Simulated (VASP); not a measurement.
The system is Si.

```xyz
2
Lattice="0.0000 2.7178 2.7178 2.7178 0.0000 2.7178 2.7178 2.7178 0.0000" Properties=species:S:1:pos:R:3 pbc="T T T"
Si    4.0768    4.0768    4.0768
Si    2.7178    2.7178    2.7178
```

Base run:

```yaml
Program: VASP 6.6.1
Functional: PBE0
Potentials_or_basis: VASP PAW PBE potentials, release 64 (Si)
Cutoff: 520 eV
k_mesh: 6 × 6 × 6
Occupations: gaussian, width 0.03 eV
Spin: no spin polarisation
```

Its results: band gap on the k mesh 1.96 eV, indirect (least direct gap 3.99 eV); pressure -0.3 GPa.

Task: The run is repeated on the same cell with these changes: functional from PBE0 to PBE. What comes out?

Result: Band gap on the k mesh 0.71 eV, indirect (least direct gap 2.56 eV); pressure 1.8 GPa.

PBE0 gives the wider gap, since exact exchange removes part of the self-interaction.

Caveats: the PAW data sets were made with another functional, which shifts forces and pressure a little (some runs).
